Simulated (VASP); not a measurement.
A run of VASP 6.6.1:

The input INCAR:

```
ALGO     = Normal         # electronic algorithm
EDIFF    = 1E-7           # SCF threshold, eV
EDIFFG   = -0.005         # ionic threshold
ENCUT    = 600            # plane-wave cutoff, eV
GGA      = PS             # functional
IBRION   = 2              # ionic algorithm
ISIF     = 3              # what is computed and relaxed
ISMEAR   = 0              # smearing method
LASPH    = True           # aspherical terms in the spheres
LCHARG   = False          # write CHGCAR
LREAL    = False          # projectors in reciprocal space
LWAVE    = False          # write WAVECAR
NELM     = 100            # most SCF steps
NSW      = 70             # ionic steps
PREC     = Accurate       # precision mode
SIGMA    = 0.02           # smearing width, eV
```

Contents of KPOINTS:

```
k-points
0
Gamma
  10 10 10
```

File POSCAR:

```
SnSe
1.0
    0.0000000000      2.9887688240      2.9887688240
    2.9887688240      0.0000000000      2.9887688240
    2.9887688240      2.9887688240      0.0000000000
Sn Se
1 1
Direct
    0.0000000000      0.0000000000      0.0000000000
    0.5000000000      0.5000000000      0.5000000000
```

Potentials or basis: VASP PAW PBE potentials, release 64 (Sn_d, Se).

Run with:

```sh
$ cat potpaw_PBE.64/Sn_d/POTCAR potpaw_PBE.64/Se/POTCAR > POTCAR
$ mpirun -np 1 vasp_std > vasp.out
```

Hardware: 1 thread of Intel(R) Xeon(R) 6975P-C (Granite Rapids) (shared host).

Q: Estimate the wall time of this run.

A: Run time: 37 s on 1 thread of Intel(R) Xeon(R) 6975P-C (Granite Rapids) (shared host), peak memory 0.24 GiB. Counts: scf iterations 29, k points 47, ion steps 3.
